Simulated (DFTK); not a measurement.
W under changes of volume

One of the cells (15.848 Å³/atom); the others are scaled copies at fixed shape and fractional positions:

```
W
1.0
    -1.58234    1.58234    1.58234
     1.58234   -1.58234    1.58234
     1.58234    1.58234   -1.58234
W
1
Direct
  0.00000 0.00000 0.00000
```

- Program: DFTK 0.8.2
- Functional: PBE
- Potentials or basis: dojo.nc.sr.pbe.v0_4_1.standard.upf (PBE)
- Cutoff: 1007 eV
- k mesh: 12 × 12 × 12
- Occupations: fermi-dirac, width 0.05 eV
- Spin: no spin polarisation

```csv
volume (Å³/atom),energy over the lowest point (meV/atom),pressure (GPa)
14.897,?,?
15.214,56.90,20.2
15.531,24.33,12.7
15.848,5.78,5.9
16.165,0.00,-0.3
16.482,5.89,-5.9
16.798,22.40,-11.0
```

Task: What does the run at 14.897 Å³/atom give?

Result: Energy over the lowest point 104.90 meV/atom; pressure 28.4 GPa.

Worked out: A Birch-Murnaghan fit of order 3 (a polynomial in V^(-2/3)) to the other rows has its minimum at 16.16 Å³/atom with B0 = V·E''(V) = 301 GPa and B' = 3.6. It gives 104.80 meV/atom at 14.897 Å³/atom, against the run's 104.90, and -dE/dV = 28.3 GPa, against 28.4.

Energies are extrapolated to zero smearing.
